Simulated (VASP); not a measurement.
# MgB2 (P6/mmm) in VASP: notebook

Runs on MgB2. Level: r2SCAN. Tasks: equation of state.

All numbers are computed with VASP 6.6.1; they aren't measurements. Logs are shortened: lines on timing, memory, paths and dates and some standing lists are left out, and cuts for length are marked.

## (1) The structure

It takes space group P6/mmm (No. 191, hexagonal). Conventional cell: a = 3.075 Å, b = 3.075 Å, c = 3.479 Å, α = 90.00°, β = 90.00°, γ = 120.00°. Mg (site symmetry 6/mmm) has 12 B at 2.49 Å as nearest neighbours. B (site symmetry -6m2) is surrounded by 3 B at 1.78 Å.

## (2) Equation of state, r2SCAN, 9.12 Å³/atom (a relaxed cell with its volume scaled by 0.96)

The input, INCAR:

```
SYSTEM = MgB2
  PREC = Accurate
  ENCUT = 520
  EDIFF = 1E-6
  ISMEAR = -1
  SIGMA = 0.05
  LREAL = .False.
  LASPH = .True.
  NELM = 100
  ALGO = Normal
  ISIF = 2
  LWAVE = .False.
  LCHARG = .False.
  METAGGA = R2SCAN
  LMIXTAU = .True.
```

The input, KPOINTS:

```
Automatic mesh
0
Gamma
  8 8 8
  0 0 0
```

The input, POSCAR:

```
MgB2                                    
1.0
    3.0336680796      0.0000000000     -0.0000000000
   -1.5168340398      2.6272336236     -0.0000000000
    0.0000000000      0.0000000000      3.4315771866
  Mg              B             
     1     2
Direct
     0.0000000000000000    0.0000000000000000    0.0000000000000000
     0.6666666667000030    0.3333333332999970    0.5000000000000000
     0.3333333332999970    0.6666666667000030    0.5000000000000000
```

Potentials or basis: VASP PAW PBE potentials, release 64 (Mg, B).

Run with:

```bash
cat potpaw_PBE.64/Mg/POTCAR potpaw_PBE.64/B/POTCAR > POTCAR
mpirun -np 1 vasp_std > vasp.out
```

OUTCAR:

```text
SYSTEM = MgB2
   PREC = Accurate
   ENCUT = 520
   EDIFF = 1E-6
   ISMEAR = -1
   LREAL = .False.
   LASPH = .True.
   NELM = 100
   ISIF = 2
   METAGGA = R2SCAN

 ion  position               nearest neighbor table
   1  0.000  0.000  0.000-   2 2.45   3 2.45   2 2.45   3 2.45   2 2.45   2 2.45   3 2.45   3 2.45
                             2 2.45   2 2.45   3 2.45   3 2.45
   2  0.667  0.333  0.500-   3 1.75   3 1.75   3 1.75   1 2.45   1 2.45   1 2.45   1 2.45   1 2.45
                             1 2.45
   3  0.333  0.667  0.500-   2 1.75   2 1.75   2 1.75   1 2.45   1 2.45   1 2.45   1 2.45   1 2.45
                             1 2.45

  LATTYP: Found a hexagonal cell.
 ALAT       =     3.0336680796
 C/A-ratio  =     1.1311643517

  Lattice vectors:

 A1 = (   3.0336680796,   0.0000000000,   0.0000000000)
 A2 = (  -1.5168340398,   2.6272336236,   0.0000000000)
 A3 = (   0.0000000000,   0.0000000000,   3.4315771866)

Analysis of symmetry for initial positions (statically):
=====================================================================
 Subroutine PRICEL returns:
 Original cell was already a primitive cell.

 Routine SETGRP: Setting up the symmetry group for a
 hexagonal supercell.

 Subroutine GETGRP returns: Found 24 space group operations
 (whereof 24 operations were pure point group operations)
 out of a pool of 24 trial point group operations.

The static configuration has the point symmetry D_6h.

Analysis of symmetry for dynamics (positions and initial velocities):
=====================================================================
 Subroutine PRICEL returns:
 Original cell was already a primitive cell.

 Routine SETGRP: Setting up the symmetry group for a
 hexagonal supercell.

 Subroutine GETGRP returns: Found 24 space group operations
 (whereof 24 operations were pure point group operations)
 out of a pool of 24 trial point group operations.

The dynamic configuration has the point symmetry D_6h.

 Subroutine INISYM returns: Found 24 space group operations
 (whereof 24 operations are pure point group operations),
 and found     1 'primitive' translations

----------------------------------------------------------------------------------------

                                     Primitive cell

  volume of cell :      27.3502

  direct lattice vectors                    reciprocal lattice vectors
     3.033668080  0.000000000  0.000000000     0.329633953  0.190314251  0.000000000
    -1.516834040  2.627233624  0.000000000     0.000000000  0.380628503  0.000000000
     0.000000000  0.000000000  3.431577187     0.000000000  0.000000000  0.291411192

  length of vectors
     3.033668080  3.033668080  3.431577187     0.380628503  0.380628503  0.291411192

  position of ions in fractional coordinates (direct lattice)
     0.000000000  0.000000000  0.000000000
     0.666666667  0.333333333  0.500000000
     0.333333333  0.666666667  0.500000000

  ion indices of the primitive-cell ions
   primitive index   ion index
                 1           1
                 2           2
                 3           3

----------------------------------------------------------------------------------------

 KPOINTS: Automatic mesh

Automatic generation of k-mesh.
 Grid dimensions read from file:
 generate k-points for:    8    8    8

 Generating k-lattice:

  Cartesian coordinates                     Fractional coordinates (reciprocal lattice)
     0.041204244  0.023789281  0.000000000     0.125000000  0.000000000  0.000000000
     0.000000000  0.047578563  0.000000000     0.000000000  0.125000000  0.000000000
     0.000000000  0.000000000  0.036426399     0.000000000  0.000000000  0.125000000

  Length of vectors
     0.047578563  0.047578563  0.036426399

  Shift w.r.t. Gamma in fractional coordinates (k-lattice)
     0.000000000  0.000000000  0.000000000

 Subroutine IBZKPT returns following result:
 ===========================================

 Found     50 irreducible k-points:

 Following reciprocal coordinates:
            Coordinates               Weight
  0.000000  0.000000  0.000000      1.000000
  0.125000  0.000000  0.000000      6.000000
  0.250000  0.000000  0.000000      6.000000
  0.375000  0.000000  0.000000      6.000000
  0.500000  0.000000  0.000000      3.000000
  0.125000  0.125000  0.000000      6.000000
[... 16 lines left out ...]
  0.250000  0.000000  0.250000     12.000000
  0.375000  0.000000  0.250000     12.000000
 [... further k-points ...]
   k-points           NKPTS =     50   k-points in BZ     NKDIM =     50   number of bands    NBANDS=      8
   number of dos      NEDOS =    301   number of ions     NIONS =      3
   total plane-waves  NPLWV =  16128
   dimension x,y,z NGX =    24 NGY =   24 NGZ =   28
   dimension x,y,z NGXF=    48 NGYF=   48 NGZF=   56
   ions per type =               1   2
   NGX,Y,Z   is equivalent  to a cutoff of  13.15, 13.15, 13.56 a.u.
   NGXF,Y,Z  is equivalent  to a cutoff of  26.30, 26.30, 27.13 a.u.
 SYSTEM =  MgB2
   PREC   = accura    normal or accurate (medium, high low for compatibility)
   ISTART =      0    job   : 0-new  1-cont  2-samecut
   ICHARG =      2    charge: 1-file 2-atom 10-const
   ISPIN  =      1    spin polarized calculation?
   LNONCOLLINEAR =      F non collinear calculations
   LSORBIT =      F    spin-orbit coupling
   LASPH  =      T    aspherical Exc in radial PAW
   ENCUT  =  520.0 eV  38.22 Ry    6.18 a.u.   5.64  5.64  6.38*2*pi/ulx,y,z
   NELM   =    100;   NELMIN=  2; NELMDL= -5     # of ELM steps
   EDIFF  = 0.1E-05   stopping-criterion for ELM
   LREAL  =      F    real-space projection
   EDIFFG = 0.1E-04   stopping-criterion for IOM
   NSW    =      0    number of steps for IOM
   IBRION =     -1    ionic relax: 0-MD 1-quasi-New 2-CG
   NFREE  =      0    steps in history (QN), initial steepest desc. (CG)
   ISIF   =      2    stress and relaxation
   ISYM   =      2    0-nonsym 1-usesym 2-fastsym
   POTIM  = 0.5000    time-step for ionic-motion
   TEBEG  =    0.0;   TEEND  =   0.0 temperature during run
   PSTRESS=    0.0 pullay stress
   NELECT =       8.0000    total number of electrons
   NUPDOWN=      -1.0000    fix difference up-down
   EMIN   =  10.00;   EMAX   =-10.00  energy-range for DOS
   EFERMI =   0.00;   METHOD = LEGACY
   ISMEAR =    -1;   SIGMA  =   0.05  broadening in eV -4-tet -1-fermi 0-gaus
   EFERMI_NEDOS =   21; number of points for ismear=-14 and -15
   IALGO  =     38    algorithm
   IMIX   =      4    mixing-type and parameters
     AMIX     =   0.40;   BMIX     =  1.00
     AMIX_MAG =   1.60;   BMIX_MAG =  1.00
  volume/ion in A,a.u.               =       9.12        61.52
  Fermi-wavevector in a.u.,A,eV,Ry     =   1.086721  2.053605 16.067965  1.180962
  Thomas-Fermi vector in A             =   2.222864
   LORBIT       =      0    0 simple, 1 ext, 2 COOP (PROOUT), +10 PAW based schemes
   METAGGA = R2SCAN    functional components
   LHFCALC =     F    Hartree Fock is set to
   AEXX    =    0.0000 exact exchange contribution
   IVDW    =     0    specifies the selected vdW correction
   LEPSILON=     F    determine dielectric tensor
   LRPA    =     F    only Hartree local field effects (RPA)
 non-spin polarized calculation
  energy-cutoff  :      520.00
  volume of cell :       27.35
 maximum number of plane-waves:       757
 NGX is ok and might be reduce to    24
   NGX = 11   NGY = 11   NGZ = 13

 number of electron       8.0000000 magnetization

 Free energy of the ion-electron system (eV)
  ---------------------------------------------------
  ext. energy  EPLUGINS =         0.00000000
  ---------------------------------------------------
  free energy    TOTEN  =       -19.38118262 eV

  energy without entropy =      -19.37641627  energy(sigma->0) =      -19.37879944

 E-fermi :   5.7198     XC(G=0): -11.7896

 val. band max:        5.6235048622   @ k =   0.1250   0.0000   0.2500
 cond. band min:       5.7717778439   @ k =   0.1250   0.0000   0.3750
 fundamental gap:      0.1482729817
 Fermi energy:         5.7198340369

 k-point     1 :       0.0000    0.0000    0.0000
  band No.  band energies     occupation
      1      -7.8892      2.00000
      2       2.5592      2.00000
      3       6.0743      0.00167
      4       6.0743      0.00167
      5       7.9751      0.00000
      6      12.4811      0.00000
      7      12.4811      0.00000
      8      14.6832      0.00000

 k-point     2 :       0.1250    0.0000    0.0000
  band No.  band energies     occupation
      1      -7.5946      2.00000
      2       2.8455      2.00000
      3       4.6745      2.00000
      4       5.4285      1.99412
      5       8.2123      0.00000
      6      12.3651      0.00000
      7      13.7362      0.00000
      8      15.3308      0.00000

 k-point     3 :       0.2500    0.0000    0.0000
  band No.  band energies     occupation
      1      -6.7188      2.00000
      2       1.9559      2.00000
      3       3.6868      2.00000
      4       4.3349      2.00000
      5       8.9072      0.00000
      6      11.7538      0.00000
      7      13.3489      0.00000
      8      16.1158      0.00000
[... 210 lines left out ...]
 k-point    23 :       0.2500    0.0000    0.2500
  band No.  band energies     occupation
      1      -6.1926      2.00000
      2       0.9782      2.00000
      3       2.3006      2.00000
      4       4.5067      2.00000
      5      10.5224      0.00000
      6      11.9195      0.00000
      7      13.7338      0.00000
      8      16.7960      0.00000

 k-point    24 :       0.3750    0.0000    0.2500
  band No.  band energies     occupation
      1      -4.8018      2.00000
      2      -0.4115      2.00000
      3       2.4116      2.00000
      4       3.7007      2.00000
      5       7.8259      0.00000
      6      11.3986      0.00000
      7      14.7871      0.00000
      8      17.3263      0.00000

 [... further k-points ...]

------------------------ aborting loop because EDIFF is reached ----------------------------------------

  FORCE on cell =-STRESS in cart. coord.  units (eV):
  Direction    XX          YY          ZZ          XY          YZ          ZX
  --------------------------------------------------------------------------------------
  -------------------------------------------------------------------------------------
  Total        1.3691240      1.3691240      0.8767619      0.0000000      0.0000000      0.0000000
  in kB       80.2034122     80.2034122     51.3607951      0.0000000      0.0000000      0.0000000
  external PRESSURE =      70.5892065 kB  Pullay stress =       0.0000000 kB

 VOLUME and BASIS-vectors are now :
 -----------------------------------------------------------------------------
  energy-cutoff  :      520.00
  volume of cell :       27.35
      direct lattice vectors                 reciprocal lattice vectors
     3.033668080  0.000000000  0.000000000     0.329633953  0.190314251  0.000000000
    -1.516834040  2.627233624  0.000000000     0.000000000  0.380628503  0.000000000
     0.000000000  0.000000000  3.431577187     0.000000000  0.000000000  0.291411192

 POSITION                                       TOTAL-FORCE (eV/Angst)
 -----------------------------------------------------------------------------------
      0.00000      0.00000      0.00000        -0.000000      0.000000      0.000000
      1.51683      0.87574      1.71579         0.000000     -0.000000     -0.000000
     -0.00000      1.75149      1.71579        -0.000000      0.000000      0.000000
 -----------------------------------------------------------------------------------
    total drift:                                0.000000     -0.000000      0.000000

  FREE ENERGIE OF THE ION-ELECTRON SYSTEM (eV)
  ---------------------------------------------------
  free  energy   TOTEN  =       -19.3811826168 eV

  energy  without entropy=      -19.3764162712  energy(sigma->0) =      -19.37879944
```

Run time: 25 s. Hardware: 1 thread of Intel Xeon Platinum 8488C (Sapphire Rapids), shared host; peak memory 0.15 GiB.

What came out:

```
Free energy            : -19.3812 eV
Pressure               : 7.1 GPa
Band gap on the k mesh : none (metal or under the smearing width)
```

Caveat: the PAW data sets were made with another functional, which shifts forces and pressure a little.

## (3) Equation of state, r2SCAN, 9.31 Å³/atom (a relaxed cell with its volume scaled by 0.98)

INCAR is that of step 2.

KPOINTS is that of step 2.

The input, POSCAR:

```
MgB2                                    
1.0
    3.0545905896      0.0000000000     -0.0000000000
   -1.5272952948      2.6453530488     -0.0000000000
    0.0000000000      0.0000000000      3.4552439840
  Mg              B             
     1     2
Direct
     0.0000000000000000    0.0000000000000000    0.0000000000000000
     0.6666666667000030    0.3333333332999970    0.5000000000000000
     0.3333333332999970    0.6666666667000030    0.5000000000000000
```

Potentials or basis: VASP PAW PBE potentials, release 64 (Mg, B).

Run with:

```bash
cat potpaw_PBE.64/Mg/POTCAR potpaw_PBE.64/B/POTCAR > POTCAR
mpirun -np 1 vasp_std > vasp.out
```

Run time: 25 s. Hardware: 1 thread of Intel Xeon Platinum 8488C (Sapphire Rapids), shared host; peak memory 0.15 GiB.

Results (log left out):

```
Free energy            : -19.3999 eV
Pressure               : 3.4 GPa
Band gap on the k mesh : none (metal or under the smearing width)
```

Caveat: the PAW data sets were made with another functional, which shifts forces and pressure a little.

## (4) Equation of state, r2SCAN, 9.50 Å³/atom

INCAR is that of step 3.

KPOINTS is that of step 3.

The input, POSCAR:

```
MgB2                                    
1.0
    3.0752303413      0.0000000000     -0.0000000000
   -1.5376151706      2.6632275980     -0.0000000000
    0.0000000000      0.0000000000      3.4785909354
  Mg              B             
     1     2
Direct
     0.0000000000000000    0.0000000000000000    0.0000000000000000
     0.6666666667000030    0.3333333332999970    0.5000000000000000
     0.3333333332999970    0.6666666667000030    0.5000000000000000
```

Run with:

```bash
cat potpaw_PBE.64/Mg/POTCAR potpaw_PBE.64/B/POTCAR > POTCAR
mpirun -np 1 vasp_std > vasp.out
```

It took 25 s on 1 thread of Intel Xeon Platinum 8488C (Sapphire Rapids), shared host; peak memory 0.15 GiB.

Results (log left out):

```yaml
Free_energy: -19.4062 eV
Pressure: 0.0 GPa
Band_gap_on_the_k_mesh: none (metal or under the smearing width)
```

Caveat: the PAW data sets were made with another functional, which shifts forces and pressure a little.

## (5) Equation of state, r2SCAN, 9.69 Å³/atom (a relaxed cell with its volume scaled by 1.02)

INCAR is that of step 4.

KPOINTS is that of step 4.

The input, POSCAR:

```
MgB2                                    
1.0
    3.0955966986      0.0000000000     -0.0000000000
   -1.5477983493      2.6808653809     -0.0000000000
    0.0000000000      0.0000000000      3.5016286328
  Mg              B             
     1     2
Direct
     0.0000000000000000    0.0000000000000000    0.0000000000000000
     0.6666666667000030    0.3333333332999970    0.5000000000000000
     0.3333333332999970    0.6666666667000030    0.5000000000000000
```

Run with:

```bash
cat potpaw_PBE.64/Mg/POTCAR potpaw_PBE.64/B/POTCAR > POTCAR
mpirun -np 1 vasp_std > vasp.out
```

Run time: 27 s. Hardware: 1 thread of Intel Xeon Platinum 8488C (Sapphire Rapids), shared host; peak memory 0.15 GiB.

The run converged. Its results:

```yaml
Free_energy: -19.4010 eV
Pressure: -3.0 GPa
Band_gap_on_the_k_mesh: none (metal or under the smearing width)
```

Caveat: the PAW data sets were made with another functional, which shifts forces and pressure a little.

## (6) Equation of state, r2SCAN, 9.88 Å³/atom (a relaxed cell with its volume scaled by 1.04)

INCAR is that of step 5.

KPOINTS is that of step 5.

The input, POSCAR:

```
MgB2                                    
1.0
    3.1156985392      0.0000000000     -0.0000000000
   -1.5578492696      2.6982740855     -0.0000000000
    0.0000000000      0.0000000000      3.5243671182
  Mg              B             
     1     2
Direct
     0.0000000000000000    0.0000000000000000    0.0000000000000000
     0.6666666667000030    0.3333333332999970    0.5000000000000000
     0.3333333332999970    0.6666666667000030    0.5000000000000000
```

Potentials or basis: VASP PAW PBE potentials, release 64 (Mg, B).

Run with:

```bash
cat potpaw_PBE.64/Mg/POTCAR potpaw_PBE.64/B/POTCAR > POTCAR
mpirun -np 1 vasp_std > vasp.out
```

Wall time 26 s (1 thread of Intel Xeon Platinum 8488C (Sapphire Rapids), shared host); peak memory 0.15 GiB.

The run converged. Its results:

```
Free energy            : -19.3856 eV
Pressure               : -5.8 GPa
Band gap on the k mesh : none (metal or under the smearing width)
```

Caveat: the PAW data sets were made with another functional, which shifts forces and pressure a little.

## (7) Equation of state, r2SCAN

This step only gathers the single runs of the series.

What came out:

```
Equilibrium volume                        : 9.50 Å³/atom
Bulk modulus at fixed shape and positions : 159 GPa
Pressure derivative of the bulk modulus   : 3.7 (rough: it moves with the points fitted)
```

Energy against volume, from the lowest point:
| volume (Å³/atom) | energy (meV/atom) |
| --- | --- |
| 9.117 | 8.33 |
| 9.307 | 2.08 |
| 9.497 | 0.00 |
| 9.687 | 1.71 |
| 9.876 | 6.87 |

Caveat: the cell was scaled at fixed shape and fractional positions, which overstates the stiffness of a crystal with free parameters, most of all of layers and chains; the PAW data sets were made with another functional, which shifts forces and pressure a little.
